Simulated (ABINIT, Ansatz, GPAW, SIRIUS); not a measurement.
## Bi: 4 runs at one level of theory

```xyz
1
Lattice="-1.9814 1.9814 1.9814 1.9814 -1.9814 1.9814 1.9814 1.9814 -1.9814" Properties=species:S:1:pos:R:3 pbc="T T T"
Bi    0.0000    0.0000    0.0000
```

This isn't the form of Bi at room conditions, which is rhombohedral.

Alike in all runs: task single point; functional PBEsol; k mesh 9 × 9 × 9; occupations fermi-dirac, width 0.05 eV; no spin polarisation; no spin-orbit coupling. Pressure is positive in compression and, in plane waves, holds the error of the finite cutoff.

```tsv
program and potentials	plane-wave cutoff (eV)	notes	pressure (GPa)
Ansatz, all-electron LAPW, scalar-relativistic	-	-	-1.95
GPAW, PAW data sets generated for this functional	600	-	-2.08
ABINIT, PseudoDojo NC SR PBEsol v0.4.1 standard	898	-	-1.94
SIRIUS, PseudoDojo 0.4.1 PBEsol standard (scalar relativistic)	915	-	-1.93
```

The pressure spans -2.08 (GPAW, PAW data sets generated for this functional) to -1.93 GPa (SIRIUS, PseudoDojo 0.4.1 PBEsol standard (scalar relativistic)), with all-electron results at -1.95.

The functional is the same throughout but for its coding, so the spread measures potentials, basis and numerics; runs on potential files found faulty are left out.
